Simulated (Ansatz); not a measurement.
A plane-wave DFT run in Ansatz 0.2.0 (scalar-relativistic PAW potentials unless the input names others): input and command.

```yaml
crystal:
  lattice:
    - [3.3656296592, 0.0, 0.0]
    - [0.0, 3.3656296592, 0.0]
    - [0.0, 0.0, 4.7556229731]
  atoms:
    - { symbol: Sc, position: [0.0, 0.0, 0.0] }
    - { symbol: Sc, position: [0.5, 0.5, 0.5] }
basis:
  ecutwfc: "58.8 Ry"
kpoints:
  mp_grid: { grid: [14, 14, 10] }
hamiltonian:
  xc: lda
scf:
  occupations: { method: gaussian, width: 0.1 }
output:
  forces: true
  eigenvalues: true
  stress: true
```

```bash
ansatz run input.yaml --threads 1 --pin off --max-ram 1331MiB --backend cpu --events-out ev --progress --plain --runs-dir out
```

Abridged log:
```
Pseudopotentials: kind: paw
Pseudopotential: Sc, paw, valence charge 11, recommended cutoff 420 eV (normal)
Functional definition: SPW92
Crystal: 2 atoms, lattice volume = 53.869 Å³
Basis set: ecut = 800.01475563 eV, 2773 PW (Γ)
Bands: 15, of which v1, the nominal top of the filled ones, is band 11 counted from 1 (10 counted from 0)
Symmetry: 32 space group operations
Space group: I4/mmm (ITA 139), of the structure as read, at distance tolerance 3.8e-5 Å
k-points: 216 of 1960
Initial density: superposition of atomic densities (neutral atoms: chi_scale 0, normalization atom), corrected by the library's trained network
Initial wavefunctions: pseudopotential atomic-orbital guess
Functional: x = slater, c = lda
SCF iter   1: F=—  HF=-4177.697546 eV  |F-HF|=—  |Δ(HF+E_count)|=         —  Δρ=3.92e-3  dr2=4.23e-3  ethr=1.77e-3  ⟨swp⟩=3.2  Hψ=13521  notcnv=0
SCF iter   2: F=—  HF=-4177.697350 eV  |F-HF|=—  |Δ(HF+E_count)|=   1.96e-4  Δρ=2.33e-3  dr2=1.87e-3  ethr=1.92e-5  ⟨swp⟩=1.0  Hψ=4968  notcnv=0
SCF iter   3: F=—  HF=-4177.697350 eV  |F-HF|=—  |Δ(HF+E_count)|=   5.47e-8  Δρ=3.16e-4  dr2=6.48e-5  ethr=8.52e-6  ⟨swp⟩=1.0  Hψ=3240  notcnv=0
SCF iter   4: F=—  HF=-4177.697338 eV  |F-HF|=—  |Δ(HF+E_count)|=   1.25e-5  Δρ=8.65e-5  dr2=2.32e-6  ethr=2.95e-7  ⟨swp⟩=1.7  Hψ=3484  notcnv=0
SCF iter   5: F=-4177.697338 eV  HF=-4177.697338 eV  |F-HF|=6.63e-9  |Δ(HF+E_count)|=   1.67e-7  Δρ=1.20e-5  dr2=8.54e-8  ethr=1.05e-8  ⟨swp⟩=1.9  Hψ=3746  notcnv=0
SCF iter   6: F=-4177.697338 eV  HF=-4177.697338 eV  |F-HF|=2.68e-10  |Δ(HF+E_count)|=   1.95e-9  Δρ=1.55e-6  dr2=1.69e-9  ethr=3.88e-10  ⟨swp⟩=2.3  Hψ=9927  notcnv=0
the search or the solves at the SCF's close seem to have found levels that the self-consistency loop had missed (the run counts 1). By its estimate they hold under 1e-12 electrons; where the run keeps them, the occupations were computed again with them
SCF 1 converged in 6 iterations: F = -4177.697338 eV  dr2 = 1.69e-9
SCF converged after 6 iterations
Free energy (F): -4177.697338 eV
Harris-Foulkes:  -4177.697338 eV  (|F-HF|=2.68e-10)
Internal energy: -4177.675469 eV  (E = F + TS)
E sigma→0 (E₀):  -4177.686403 eV
Entropy (-TS):   -0.021869 eV (-10.935 meV/atom)
Fermi energy:    8.071287 eV
--- Forces (eV/Å), atoms counted from 1 ---
  atom   1  Sc     0.00000000     0.00000000     0.00000000
  atom   2  Sc     0.00000000     0.00000000     0.00000000
--- Stress (GPa, compression-positive) ---
       -8.035587       0.000000       0.000000
        0.000000      -8.035587       0.000000
        0.000000       0.000000      -7.982083
  P = ⅓ Tr σ = -8.0178 GPa (-80.178 kbar)
```

Apart from outputs and empty bands, the input differs from a reference run on usual settings in basis.ecutwfc: 420 → "58.8 Ry"; hamiltonian.xc: "pbe" → "lda". The reference, at the same geometry (not necessarily relaxed), gave pressure -3.94 GPa, largest force 0.000 eV/Å, no gap on the mesh. This run converged in 6 SCF iterations (reference: 6) with a total energy on another zero, pressure -8.02 GPa, largest force 0.000 eV/Å, no gap on the mesh.